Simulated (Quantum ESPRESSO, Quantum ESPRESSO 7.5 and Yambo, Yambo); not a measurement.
# Local fields in the dielectric function of SiC (Moissanite)

Aim: the dielectric function and the loss function of SiC (Moissanite), with and without local fields.

Program: Quantum ESPRESSO 7.5 and Yambo 5.3.0. Level of theory: PBE and many-body steps on it, plane waves. Results are calculated unless marked as measured.

**1. Starting point**

It takes space group P6_3mc (No. 186, hexagonal). Conventional cell: a = 3.076 Å, b = 3.076 Å, c = 5.048 Å, α = 90.00°, β = 90.00°, γ = 120.00°. Nearest to Si lie 4 C at 1.87 to 1.94 Å. C has 4 Si at 1.87 to 1.94 Å nearest. Farther neighbours are not listed.

The cell and positions come from the Crystallography Open Database and are kept as given unless a step says otherwise.

**2. Empty states on the mesh, 6×6×4 mesh, 46 bands**

This step: Quantum ESPRESSO 7.5; DFT, PBE, plane waves, norm-conserving pseudopotentials.

The sums over transitions need many empty states on a uniform mesh; this step solves for them.

The input, pw.in:

```
&control
  calculation = 'nscf'
  prefix = 'x'
  outdir = 'o'
  pseudo_dir = 'pseudo'
/
&system
  ibrav = 0
  nat = 4
  ntyp = 2
  ecutwfc = 74.0
  nbnd = 46
  force_symmorphic = .true.
/
&electrons
  conv_thr = 1e-9
  electron_maxstep = 80
  diago_full_acc = .true.
  diago_thr_init = 5e-6
/
ATOMIC_SPECIES
  Si 28.085 Si.upf
  C 12.011 C.upf
CELL_PARAMETERS angstrom
  3.0760000000 0.0000000000 0.0000000000
  -1.5380000000 2.6638941420 0.0000000000
  0.0000000000 0.0000000000 5.0480000000
ATOMIC_POSITIONS crystal
  Si 0.3333333333 0.6666666667 0.0000000000
  Si 0.6666666667 0.3333333333 0.5000000000
  C 0.3333333333 0.6666666667 0.3850000000
  C 0.6666666667 0.3333333333 0.8850000000
K_POINTS automatic
  6 6 4 0 0 0
```

Command:

```bash
$ OMP_NUM_THREADS=1 mpirun -n 4 pw.x -nk 4 -in pw.in > pw.out
```

Output:

```text
Program PWSCF v.7.5 starts

     This program is part of the open-source Quantum ESPRESSO suite
     for quantum simulation of materials; please cite
         "P. Giannozzi et al., J. Phys.:Condens. Matter 21 395502 (2009);
         "P. Giannozzi et al., J. Phys.:Condens. Matter 29 465901 (2017);
         "P. Giannozzi et al., J. Chem. Phys. 152 154105 (2020);
     in publications or presentations arising from this work. More details at

     Atomic positions and unit cell read from directory:
     o/x.save/

     Message from routine setup:
[...]
k = 0.0000 0.0000-0.3047 (  2978 PWs)   bands (ev):

[...]
29.2714  29.2714  30.7083  30.7083  35.7932  35.7932  41.2301  41.2301
    42.8905  42.8905  42.8905  42.8905  47.2567  47.2567  47.2567  47.2567
    52.4055  52.4055  52.4055  52.4055  53.7281  53.7281

          k = 0.0000 0.1925 0.0000 (  2982 PWs)   bands (ev):

     [... further k-points ...]

     highest occupied, lowest unoccupied level (ev):     9.8010   12.1304

     XML data file, pseudopotentials, collected wavefunctions

=------------------------------------------------------------------------------=
   JOB DONE.
=------------------------------------------------------------------------------=
```

Run time: 8.2 s. Hardware: 4 MPI ranks of Arm Neoverse N1, shared host; peak memory 0.24 GiB; 33 s of CPU time.

This step gave:

```
gap                                                           : 2.329 eV
k of the valence top                                          : 0, 0, 0
k of the conduction bottom                                    : 0.3333, 0.3333, 0
least direct gap                                              : 4.083 eV
k points computed                                             : 24
lowest point of the top converged band, above the valence top : 40.60 eV
```

On this mesh the gap is 2.329 eV.

The density comes from a self-consistent run that is not shown.

**3. Conversion and set-up**

This step: Yambo 5.3.0; conversion and set-up on PBE, plane waves, norm-conserving pseudopotentials.

The states are converted to the many-body program's format and the q mesh is built.

Command:

```bash
$ (cd o/x.save; p2y > p2y.log; mv SAVE ../..); yambo > setup.log
```

Output:

```text
 Yambo, version 5.3.0

 [02] CORE Variables Setup
 =========================

  [02.01] Unit cells
  ==================

  Cell kind             :  HCP
  Atoms in the cell     :  Si  C
  number of Si atoms    :  2
  number of C  atoms    :  2

  List of atomic masses
  Mass of Si    :  28.08500
  Mass of C     :  12.01100

  List of atomic coordinates    : [cc]
  Si1       : -0.29064E-09   3.3560       0.0000      order 1
  Si2       :  2.906399  1.678010  4.769669  order 2
  C1       : -0.29064E-09   3.3560       3.6726      order 3
[...]
Q [ 1]         [rlu]:  0.000000  0.000000  0.000000
 Q [ 2]         [rlu]:  0.000000  0.000000  0.250000
 Q [ 3]         [rlu]:  0.000000  0.000000 -0.500000
[...]
Q [ 8]         [rlu]:  0.10530E-16  0.33333      0.25000
 Q [ 9]         [rlu]:  0.10530E-16  0.33333     -0.50000
 Q [10]         [rlu]: -0.15794E-16 -0.50000       0.0000
     [... 12 further rows ...]
 Q [23]         [rlu]: -0.10530E-16 -0.33333      0.25000
 Q [24]         [rlu]: -0.166667 -0.333333  0.250000

  [03.01] X indexes
  =================

   [03.01.01] Sigma indexes
   ========================

 [06] Game Over & Game summary
```

Elapsed: 3 s, on 1 MPI rank; peak memory 0.24 GiB.

**4. RPA response with local fields**

The response function is computed on a frequency grid, with local fields up to the given cutoff.

This step: RPA response with local fields on PBE, plane waves, norm-conserving pseudopotentials.

The input, optics1.in:

```
optics
chi
dipoles
Chimod= "HARTREE"
% QpntsRXd
 1 | 4 |
%
% BndsRnXd
 1 | 46 |
%
NGsBlkXd= 3 Ry
% EnRngeXd
 0 | 30 | eV
%
% DmRngeXd
 0.2 | 0.2 | eV
%
ETStpsXd= 301
% LongDrXd
 1 | 0 | 0 |
%
```

Command:

```bash
$ OMP_NUM_THREADS=1 mpirun -n 4 yambo -F optics1.in -J optics1 -C optics1 > optics1.log
```

Output:

```text
 Yambo, version 5.3.0

 [02] CORE Variables Setup
 =========================

  [... cell, symmetries and grids as in the set-up ...]

  [02.05] Energies & Occupations
  ==============================

  [X] === General ===
  [X] Electronic Temperature                        :  0.000000  0.000000 [eV K]
  [X] Bosonic    Temperature                        :  0.000000  0.000000 [eV K]
  [X] Finite Temperature mode                       : no
  [X] El. density                                   :  0.38681E+24 [cm-3]
  [X] Fermi Level                                   :  9.800992 [eV]

  [X] === Gaps and Widths ===
  [X] Conduction Band Min                           :  2.329368 [eV]
  [X] Valence Band Max                              :  0.000000 [eV]
  [X] Filled Bands                                  :   8
  [X] Empty Bands                                   :    9   46
  [X] Direct Gap                                    :  4.082933 [eV]
  [X] Direct Gap localized at k                     :  10
  [X] Indirect Gap                                  :  2.329368 [eV]
  [X] Indirect Gap between kpts                     :   1  19
  [X] Last valence band width                       :  4.041689 [eV]
  [X] 1st conduction band width                     :  3.376940 [eV]

 [03] Transferred momenta grid and indexing
 ==========================================

 IBZ Q-points                                      :  24
 BZ  Q-points                                      :  144

 K/Q-points units:
 rlu = crystal or reduced units; cc = cartesian coordinates; iku = interal k-units

 Q [ 1]         [rlu]:  0.000000  0.000000  0.000000
 Q [ 2]         [rlu]:  0.000000  0.000000  0.250000
 Q [ 3]         [rlu]:  0.000000  0.000000 -0.500000
 Q [ 4]         [rlu]:  0.52648E-17  0.16667       0.0000
 Q [ 5]         [rlu]:  0.52648E-17  0.16667      0.25000
 Q [ 6]         [rlu]:  0.52648E-17  0.16667     -0.50000
 Q [ 7]         [rlu]:  0.10530E-16  0.33333       0.0000
 Q [ 8]         [rlu]:  0.10530E-16  0.33333      0.25000
 Q [ 9]         [rlu]:  0.10530E-16  0.33333     -0.50000
 Q [10]         [rlu]: -0.15794E-16 -0.50000       0.0000
     [... 12 further rows ...]
 Q [23]         [rlu]: -0.10530E-16 -0.33333      0.25000
 Q [24]         [rlu]: -0.166667 -0.333333  0.250000

 [04] Dipoles
 ============

  [04.01] Setup: observables and procedures
  =========================================

  [WARNING] [x,Vnl] slows the Dipoles computation. To neglect it rename the ns.kb_pp file

  [WARNING] [r,Vnl^pseudo] included in position and velocity dipoles.

  [WARNING] In case H contains other non local terms, these are neglected

 [05] Optics
 ===========

 [08] Game Over & Game summary
```

Elapsed: 25 s, on 4 MPI ranks; peak memory 1.4 GiB; 94 s of CPU time.

This step gave:

- ε at zero frequency: 7.044
- the same without local fields: 7.463
- loss peak: 21.7 eV

The static value is 7.04.

The ε₂ has structure finer than the step of the table below, so its rows give means over 1 eV, whole bins alone (the curve runs from 0 to 30 eV). Peaks (eV: height): HARTREE 6.2: 23.7; no local fields 6.2: 26.5.

Broadening 0.2 eV; field along x. ε₂ against energy; means over each step:

```
energy (eV)  HARTREE  no local fields
          1    0.172            0.190
          2    0.212            0.233
          3    0.313            0.343
          4    0.662            0.721
          5     3.03             3.28
          6     16.4             18.2
          7     13.2             14.0
          8     9.57             10.7
          9     5.98             6.51
         10     6.28             6.86
         11     6.06             6.05
         12     3.30             3.10
         13     2.23             2.06
         14     1.46             1.23
         15     1.16             1.04
         16    0.959            0.829
         17    0.754            0.628
         18    0.574            0.515
         19    0.536            0.472
         20    0.362            0.306
         21    0.259            0.240
         22    0.241            0.231
         23    0.255            0.226
         24    0.265            0.253
         25    0.211            0.210
         26    0.193            0.189
         27    0.154            0.160
         28    0.155            0.174
         29    0.142            0.171
```

The loss function, HARTREE has structure finer than the step of the table below, so its rows give means over 1 eV, whole bins alone (the curve runs from 0 to 30 eV). Peaks (eV: height): 21.7: 4.79, 24.2: 3.20.

Broadening 0.2 eV; field along x. Table of loss function, HARTREE by energy loss; means over each step:

```
energy loss (eV)  loss function, HARTREE
               1                 0.00334
               2                 0.00369
               3                 0.00439
               4                 0.00612
               5                  0.0145
               6                  0.0297
               7                  0.0793
               8                   0.103
               9                   0.157
              10                   0.155
              11                   0.134
              12                   0.143
              13                   0.211
              14                   0.223
              15                   0.375
              16                   0.450
              17                   0.513
              18                   0.805
              19                   0.981
              20                    1.43
              21                    2.68
              22                    4.05
              23                    3.36
              24                    2.74
              25                    2.27
              26                    1.72
              27                    1.10
              28                   0.837
              29                   0.671
```

The Im eps has structure finer than the step of the table below, so its rows give means over 1 eV, whole bins alone (the curve runs from 0 to 30 eV). Peaks (eV: height): HARTREE 6.2: 12.5, 8.2: 15.8; no local fields 6.2: 14.2, 8.1: 17.3.

Broadening 0.2 eV; momentum transfer q number 2. Im eps against energy; means over each step:

```
energy (eV)  HARTREE  no local fields
          1    0.136            0.153
          2    0.163            0.185
          3    0.232            0.263
          4    0.446            0.509
          5     2.45             2.81
          6     8.59             9.88
          7     8.60             9.96
          8     12.7             14.3
          9     9.80             10.5
         10     6.67             6.43
         11     4.11             4.14
         12     3.75             3.77
         13     2.49             2.17
         14     1.82             1.56
         15     1.28             1.15
         16     1.13            0.963
         17    0.736            0.659
         18    0.537            0.481
         19    0.586            0.561
         20    0.487            0.425
         21    0.391            0.347
         22    0.336            0.295
         23    0.255            0.214
         24    0.239            0.229
         25    0.192            0.184
         26    0.146            0.148
         27    0.131            0.145
         28    0.133            0.180
         29    0.137            0.170
```

Broadening 0.2 eV; momentum transfer q number 2. -Im 1/eps, HARTREE against energy loss; read off at these points:

```
energy loss (eV)  -Im 1/eps, HARTREE
             0.0             0.00334
             1.0             0.00344
             2.0             0.00378
             3.0             0.00445
             4.0             0.00596
             5.0              0.0168
             6.0              0.0377
             7.0              0.0697
             8.0              0.0644
             9.0              0.0964
            10.0               0.119
            11.0               0.152
            12.0               0.220
            13.0               0.213
            14.0               0.299
            15.0               0.339
            16.0               0.447
            17.0               0.558
            18.0               0.817
            19.0                1.32
            20.0                1.63
            21.0                1.98
            22.0                2.87
            22.7                4.09
            23.0                3.83
            23.5                3.87
            24.0                3.08
            24.5                3.22
            25.0                2.93
            26.0                1.67
            27.0               0.838
            28.0               0.582
            29.0               0.575
            30.0               0.508
```

Broadening 0.2 eV; momentum transfer q number 3. Table of Im eps by energy; read off at these points:

```
energy (eV)  HARTREE  no local fields
        0.0   0.0679           0.0823
        1.0   0.0707           0.0858
        2.0   0.0801           0.0978
        3.0    0.101            0.124
        4.0    0.151            0.192
        5.0    0.403            0.541
        6.0     1.25             1.66
        7.0     3.67             4.98
        8.0     5.14             6.38
        9.0     6.38             9.16
        9.3     9.68             12.8
       10.0     11.6             11.8
       11.0     6.64             7.14
       11.2     7.42             7.92
       12.0     6.00             5.64
       13.0     3.42             2.96
       14.0     2.74             2.01
       15.0     2.27             1.88
       16.0     1.39             1.18
       17.0    0.869            0.775
       18.0     1.11            0.998
       19.0    0.832            0.789
       20.0    0.650            0.586
       21.0    0.568            0.539
       22.0    0.415            0.353
       23.0    0.364            0.309
       24.0    0.350            0.325
       25.0    0.238            0.262
       26.0    0.189            0.217
       27.0    0.175            0.219
       28.0    0.172            0.239
       29.0    0.207            0.209
       30.0    0.168            0.200
```

**5. Independent-particle response**

This step: independent-particle response on PBE, plane waves, norm-conserving pseudopotentials.

The input, optics2.in:

```
optics
chi
dipoles
Chimod= "IP"
% QpntsRXd
 1 | 1 |
%
% BndsRnXd
 1 | 46 |
%
NGsBlkXd= 1 RL
% EnRngeXd
 0 | 30 | eV
%
% DmRngeXd
 0.2 | 0.2 | eV
%
ETStpsXd= 301
% LongDrXd
 1 | 0 | 0 |
%
```

Command:

```bash
$ OMP_NUM_THREADS=1 mpirun -n 4 yambo -F optics2.in -J optics2 -C optics2 > optics2.log
```

Output:

```text
 Yambo, version 5.3.0

 [02] CORE Variables Setup
 =========================

  [... cell, symmetries and grids as in the set-up ...]

  [02.05] Energies & Occupations
  ==============================

  [X] === General ===
  [X] Electronic Temperature                        :  0.000000  0.000000 [eV K]
  [X] Bosonic    Temperature                        :  0.000000  0.000000 [eV K]
  [X] Finite Temperature mode                       : no
  [X] El. density                                   :  0.38681E+24 [cm-3]
  [X] Fermi Level                                   :  9.800992 [eV]

  [X] === Gaps and Widths ===
  [X] Conduction Band Min                           :  2.329368 [eV]
  [X] Valence Band Max                              :  0.000000 [eV]
  [X] Filled Bands                                  :   8
  [X] Empty Bands                                   :    9   46
  [X] Direct Gap                                    :  4.082933 [eV]
  [X] Direct Gap localized at k                     :  10
  [X] Indirect Gap                                  :  2.329368 [eV]
  [X] Indirect Gap between kpts                     :   1  19
  [X] Last valence band width                       :  4.041689 [eV]
  [X] 1st conduction band width                     :  3.376940 [eV]

 [03] Transferred momenta grid and indexing
 ==========================================

 IBZ Q-points                                      :  24
 BZ  Q-points                                      :  144

 K/Q-points units:
 rlu = crystal or reduced units; cc = cartesian coordinates; iku = interal k-units

 Q [ 1]         [rlu]:  0.000000  0.000000  0.000000
 Q [ 2]         [rlu]:  0.000000  0.000000  0.250000
 Q [ 3]         [rlu]:  0.000000  0.000000 -0.500000
[...]
Q [ 8]         [rlu]:  0.10530E-16  0.33333      0.25000
 Q [ 9]         [rlu]:  0.10530E-16  0.33333     -0.50000
 Q [10]         [rlu]: -0.15794E-16 -0.50000       0.0000
     [... 12 further rows ...]
 Q [23]         [rlu]: -0.10530E-16 -0.33333      0.25000
 Q [24]         [rlu]: -0.166667 -0.333333  0.250000

 [04] Dipoles
 ============

  [04.01] Setup: observables and procedures
  =========================================

  [WARNING] [x,Vnl] slows the Dipoles computation. To neglect it rename the ns.kb_pp file

  [WARNING] [r,Vnl^pseudo] included in position and velocity dipoles.

  [WARNING] In case H contains other non local terms, these are neglected

 [05] Optics
 ===========

 [08] Game Over & Game summary
```

Elapsed: 3.6 s, on 4 MPI ranks; peak memory 1 GiB; 10 s of CPU time.

This step gave:

* ε at zero frequency: 7.463
* loss peak: 21.7 eV

The static value is 7.46.

The ε₂, IP has structure finer than the step of the table below, so its rows give means over 1 eV, whole bins alone (the curve runs from 0 to 30 eV). Peaks (eV: height): 6.2: 26.5.

Broadening 0.2 eV; field along x. Table of ε₂, IP by energy; means over each step:

energy (eV), ε₂, IP and a bar:
```
        1        0.2 
        2        0.2 
        3        0.3 
        4        0.7 #
        5        3.3 #####
        6       18.2 ##############################
        7       14.0 #######################
        8       10.7 ##################
        9        6.5 ###########
       10        6.9 ###########
       11        6.1 ##########
       12        3.1 #####
       13        2.1 ###
       14        1.2 ##
       15        1.0 #
       16        0.8 #
       17        0.6 #
       18        0.5 #
       19        0.5 #
       20        0.3 
       21        0.2 
       22        0.2 
       23        0.2 
       24        0.3 
       25        0.2 
       26        0.2 
       27        0.2 
       28        0.2 
       29        0.2
```

[end of part 1 of 3]

[Paths, hosts, dates, memory and timing lines, banners, echoed tables and standing remarks are left out of the program output.]

[Logs are printed without paths, hosts, clocks, repeated set-up lines and the standing remarks that a program may print on its own settings, such as how far it seeks lower states.]

[Runs of the session that timed out or met a known fault of the program may be left out.]

[Hosts, paths, dates, database ids (printed as entryN), source tags and the programs' standing remarks are cut or masked in the printed files.]
